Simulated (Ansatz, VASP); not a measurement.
# Hf: VASP beside Ansatz

Contents of INCAR:

```
ALGO = Fast ; EDIFF = 1E-6
EDIFFG = -0.04 ; ENCUT = 600
GGA = PS ; IBRION = 2
ISIF = 3 ; ISMEAR = 0
LASPH = T ; LCHARG = F
LREAL = F ; LWAVE = F
NELM = 100 ; NSW = 90
PREC = Accurate ; SIGMA = 0.1
```

The input KPOINTS:

```
k-points
0
Gamma
  8 8 8
```

The input POSCAR:

```
Hf
1.0
   -1.7483118899      1.7483118899      1.7483118899
    1.7483118899     -1.7483118899      1.7483118899
    1.7483118899      1.7483118899     -1.7483118899
Hf
1
Direct
    0.0000000000      0.0000000000      0.0000000000
```

Input for Ansatz:

```yaml
crystal:
  lattice:
    - [-1.7483118899, 1.7483118899, 1.7483118899]
    - [1.7483118899, -1.7483118899, 1.7483118899]
    - [1.7483118899, 1.7483118899, -1.7483118899]
  atoms:
    - { symbol: Hf, position: [0.0, 0.0, 0.0] }
basis:
  ecutwfc: 420
kpoints:
  mp_grid: { grid: [8, 8, 8] }
hamiltonian:
  xc: pbesol
scf:
  occupations: { method: gaussian, width: 0.1 }
  lower_state_search: "off"
output:
  forces: true
  stress: true
  eigenvalues: true
relax:
  adjacent_minimum: "off"
  f_tol: 0.04
  max_steps: 70
  cell: { stress_tol: 0.4 }
```

Alike in both runs: task relaxation of cell and atoms; functional PBEsol; k mesh 8 × 8 × 8; occupations gaussian, width 0.1 eV; no spin polarisation.

|  | VASP | Ansatz |
| --- | --- | --- |
| version | VASP 6.6.1 | Ansatz 0.2.0 |
| potentials or method | VASP PAW PBE potentials, release 64 (Hf_pv) | scalar-relativistic, plane waves, PAW |
| plane-wave cutoff (eV) | 600 | 420 |
| valence electrons in the cell | 10 | 26 |

|  | VASP | Ansatz | Ansatz less VASP |
| --- | --- | --- | --- |
| gap on the k mesh at the Fermi level, each at its own relaxed structure (eV) | none | none | - |
| relaxed volume (Å³/atom) | 21.25 | 21.30 | +0.051 |
| relaxed cell length with the largest relative difference (Å) | 3.022 | 3.024 | +0.0024 |

A gap of «none» marks a metal or a gap that the smearing closes. The two sets of potentials don't hold the same shells in valence.

Caveats: the PAW data sets were made with another functional, which shifts forces and pressure a little (VASP). The runs have no spin-orbit coupling, so splittings on Hf are missing.
